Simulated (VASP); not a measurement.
# ZnSe (F-43m) in VASP: further runs, part 2 of 2

VASP 6.6.1.

## 3. Relaxation of cell and atoms, PBE

This run uses another cell than the first one, of 23.63 Å³/atom, 1.038 times its volume.

INCAR reads:

```
  ALGO = Fast
  EDIFF = 1E-7
  EDIFFG = -0.002
  ENCUT = 520
  GGA = PE
  IBRION = 2
  ISIF = 3
  ISMEAR = 0
  KPAR = 4
  LASPH = T
  LCHARG = F
  LREAL = F
  LWAVE = F
  NELM = 60
  NSW = 80
  PREC = Accurate
  SIGMA = 0.02
```

KPOINTS reads:

```
k-points
0
Gamma
  10 10 10
```

POSCAR reads:

```
ZnSe                                    
1.0
   -0.0000000000      2.8696505270      2.8696505270
    2.8696505270      0.0000000000      2.8696505270
    2.8696505270      2.8696505270      0.0000000000
  Zn              Se            
     1     1
Direct
     0.0000000000000000    0.0000000000000000    0.0000000000000000
     0.2500000000000000    0.2500000000000000    0.2500000000000000
```

Potentials or basis: VASP PAW PBE potentials, release 64 (Zn, Se).

Run with:

```bash
cat potpaw_PBE.64/Zn/POTCAR potpaw_PBE.64/Se/POTCAR > POTCAR
mpirun -np 4 vasp_std > vasp.out
```

OUTCAR:

```text
EDIFF = 1E-7
   EDIFFG = -0.002
   ENCUT = 520
   GGA = PE
   IBRION = 2
   ISIF = 3
   ISMEAR = 0
   LASPH = T
   LREAL = F
   NELM = 60
   NSW = 80
   PREC = Accurate

 ion  position               nearest neighbor table
   1  0.000  0.000  0.000-   2 2.49   2 2.49   2 2.49   2 2.49
   2  0.250  0.250  0.250-   1 2.49   1 2.49   1 2.49   1 2.49

  LATTYP: Found a face centered cubic cell.
 ALAT       =     5.7393010540

  Lattice vectors:

 A1 = (   0.0000000000,   2.8696505270,   2.8696505270)
 A2 = (   2.8696505270,   0.0000000000,   2.8696505270)
 A3 = (   2.8696505270,   2.8696505270,   0.0000000000)

Analysis of symmetry for initial positions (statically):
=====================================================================
 Subroutine PRICEL returns:
 Original cell was already a primitive cell.

 Routine SETGRP: Setting up the symmetry group for a
 face centered cubic supercell.

 Subroutine GETGRP returns: Found 24 space group operations
 (whereof 24 operations were pure point group operations)
 out of a pool of 48 trial point group operations.

The static configuration has the point symmetry T_d .

Analysis of symmetry for dynamics (positions and initial velocities):
=====================================================================
 Subroutine PRICEL returns:
 Original cell was already a primitive cell.

 Routine SETGRP: Setting up the symmetry group for a
 face centered cubic supercell.

 Subroutine GETGRP returns: Found 24 space group operations
 (whereof 24 operations were pure point group operations)
 out of a pool of 48 trial point group operations.

The dynamic configuration has the point symmetry T_d .

 Subroutine INISYM returns: Found 24 space group operations
 (whereof 24 operations are pure point group operations),
 and found     1 'primitive' translations

----------------------------------------------------------------------------------------

                                     Primitive cell

  volume of cell :      47.2625

  direct lattice vectors                    reciprocal lattice vectors
[... 134 lines left out ...]
  ext. energy  EPLUGINS =         0.00000000
  ---------------------------------------------------
  free energy    TOTEN  =        -6.03320398 eV

  energy without entropy =       -6.03320398  energy(sigma->0) =       -6.03320398

------------------------ aborting loop because EDIFF is reached ----------------------------------------

  FORCE on cell =-STRESS in cart. coord.  units (eV):
  Direction    XX          YY          ZZ          XY          YZ          ZX
  --------------------------------------------------------------------------------------
  -------------------------------------------------------------------------------------
  Total        0.0121794      0.0121794      0.0121794      0.0000000     -0.0000000      0.0000000
  in kB        0.4128754      0.4128754      0.4128754      0.0000000     -0.0000000      0.0000000
  external PRESSURE =       0.4128754 kB  Pullay stress =       0.0000000 kB
[... 59 lines left out ...]
--------------------------------------- Ionic step        3  -------------------------------------------

 number of electron      18.0000016 magnetization

 Free energy of the ion-electron system (eV)
  ---------------------------------------------------
  ext. energy  EPLUGINS =         0.00000000
  ---------------------------------------------------
  free energy    TOTEN  =        -6.03320411 eV

  energy without entropy =       -6.03320411  energy(sigma->0) =       -6.03320411

 E-fermi :   1.4271     XC(G=0):  -9.1496

 val. band max:        1.2946376904   @ k =   0.0000   0.0000   0.0000
 cond. band min:       2.4343029396   @ k =   0.0000   0.0000   0.0000
 fundamental gap:      1.1396652492
 Fermi energy:         1.4271304880

 k-point     1 :       0.0000    0.0000    0.0000
  band No.  band energies     occupation
      1     -11.7285      2.00000
      2      -5.1199      2.00000
      3      -5.1199      2.00000
      4      -5.1199      2.00000
      5      -4.7836      2.00000
      6      -4.7836      2.00000
      7       1.2946      2.00000
      8       1.2946      2.00000
      9       1.2946      2.00000
     10       2.4343      0.00000
     11       7.1053      0.00000
     12       7.1053      0.00000
     13       7.1053      0.00000
[... 354 lines left out ...]
  band No.  band energies     occupation
      1     -10.9726      2.00000
      2      -5.0745      2.00000
      3      -4.9525      2.00000
      4      -4.9416      2.00000
      5      -4.7522      2.00000
      6      -4.7507      2.00000
      7      -2.6030      2.00000
      8      -0.5722      2.00000
      9      -0.3626      2.00000
     10       4.8905      0.00000
     11       5.4007      0.00000
     12       9.4298      0.00000
     13      10.3596      0.00000

 [... further k-points ...]

------------------------ aborting loop because EDIFF is reached ----------------------------------------

  FORCE on cell =-STRESS in cart. coord.  units (eV):
  Direction    XX          YY          ZZ          XY          YZ          ZX
  --------------------------------------------------------------------------------------
  -------------------------------------------------------------------------------------
  Total        0.0004671      0.0004671      0.0004671      0.0000000      0.0000000     -0.0000000
  in kB        0.0158321      0.0158321      0.0158321      0.0000000      0.0000000     -0.0000000
  external PRESSURE =       0.0158321 kB  Pullay stress =       0.0000000 kB
[... 17 lines left out ...]
  FREE ENERGIE OF THE ION-ELECTRON SYSTEM (eV)
  ---------------------------------------------------
  free  energy   TOTEN  =        -6.0332041103 eV

  energy  without entropy=       -6.0332041103  energy(sigma->0) =       -6.03320411

 reached required accuracy - stopping structural energy minimisation
```

It took 30 s on 4 MPI ranks of AMD EPYC 7R43 (Zen 3), shared host; peak memory 0.16 GiB.

What came out:

```yaml
Free_energy: -6.0332 eV
Relaxed_volume: 23.64 Å³/atom
Relaxed_cell: a = 4.059 Å, b = 4.059 Å, c = 4.059 Å, α = 60.00°, β = 60.00°, γ = 60.00°
Space_group_after_relaxing_to_0.05_Å: F-43m (No. 216)
Energy_gained_by_relaxing: 0.0 meV/atom
Ionic_steps: 3
Pressure_after_relaxing: 0.0 GPa
Band_gap_on_the_k_mesh: 1.14 eV, direct
```

Final structure:
```yaml
crystal:
  lattice:
    - [0.00000, 2.86987, 2.86987]
    - [2.86987, 0.00000, 2.86987]
    - [2.86987, 2.86987, 0.00000]
  atoms:
    - { symbol: Zn, position: [0.00000, 0.00000, 0.00000] }
    - { symbol: Se, position: [0.25000, 0.25000, 0.25000] }
```

Levels at points of the mesh, in eV from the valence-band top:
| k point | band 6 | band 7 | band 8 | band 9 | band 10 | band 11 | band 12 | band 13 |
| --- | --- | --- | --- | --- | --- | --- | --- | --- |
| (0.00, 0.00, 0.00) | -6.08 | 0.00 | 0.00 | 0.00 | 1.14 | 5.81 | 5.81 | 5.81 |
| (0.50, 0.00, 0.00) | -5.93 | -4.99 | -0.81 | -0.81 | 2.48 | 6.39 | 6.39 | 8.47 |
| (0.50, 0.50, 0.00) | -5.91 | -4.59 | -2.05 | -2.05 | 3.07 | 3.46 | 10.47 | 10.99 |
